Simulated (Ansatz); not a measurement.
Runs of Ansatz 0.2.0 on ZrB2. It takes space group P6/mmm (No. 191, hexagonal). Conventional cell: a = 3.170 Å, b = 3.170 Å, c = 3.533 Å, α = 90.00°, β = 90.00°, γ = 120.00°. Around Zr (site symmetry 6/mmm) lie 12 B at 2.54 Å. B (site symmetry -6m2) is surrounded by 3 B at 1.83 Å. 

```csv
task,level,spin,cell,k mesh,cutoff (eV),smearing,points for each segment of the path,atoms under strain,gap on the mesh (eV),pressure (GPa),relaxed volume (Å³/atom)
band structure,r2SCAN,off,as given,10 × 10 × 8,500,fermi-dirac 0.05 eV,14,-,none,0.8,-
elastic constants,PBE,off,as given,7 × 7 × 6,420,fermi-dirac 0.05 eV,-,relaxed,none,0.8,-
relaxation of cell and atoms,BLYP+D4,off,relaxed,10 × 10 × 8,420,fermi-dirac 0.05 eV,-,-,-,0.0,(b)
single point,PBE,off,as given,10 × 10 × 8,420,gaussian 0.012 eV,-,-,none,0.8,-
band structure,LDA,off,as given,10 × 10 × 8,420,fermi-dirac 0.05 eV,14,-,none,-8.8,-
band structure,PBE,"SOC, no magnetisation",as given,7 × 7 × 6,420,fermi-dirac 0.05 eV,14,-,none,0.8,-
relaxation of cell and atoms,BLYP+D3(BJ),off,relaxed,10 × 10 × 8,420,fermi-dirac 0.05 eV,-,-,none,0.0,(a)
single point,PBE,off,as given,10 × 10 × 8,420,gaussian 0.03 eV,-,-,none,0.8,-
relaxation of cell and atoms,BLYP,off,relaxed,10 × 10 × 8,420,fermi-dirac 0.05 eV,-,-,-,0.0,10.58
single point,PBE,off,as given,10 × 10 × 8,420,gaussian 0.029 eV,-,-,none,0.8,-
relaxation of cell and atoms,LDA,off,relaxed,10 × 10 × 8,420,fermi-dirac 0.05 eV,-,-,none,0.0,9.89
```

Alike in all rows: potentials or basis Ansatz PAW.

Problem. Estimate the missing entries.

Solution. (a) 9.96; (b) 10.09.

Caveats: the PAW data sets come from PBE, with cores solved anew for the run's functional, which leaves a small shift of forces and pressure (some runs); the plane-wave basis is chosen anew once the cell has moved, so the energies of steps on either side of that aren't comparable (some runs); elastic constants of metals need much finer meshes, so these are rough (some runs); pairwise dispersion overbinds metals, which lowers pressure and volume (some runs).

A k mesh can miss the band edges, and rows without SOC leave out spin-orbit coupling on Zr.

A gap of «none» marks a metal or a gap under the smearing width.
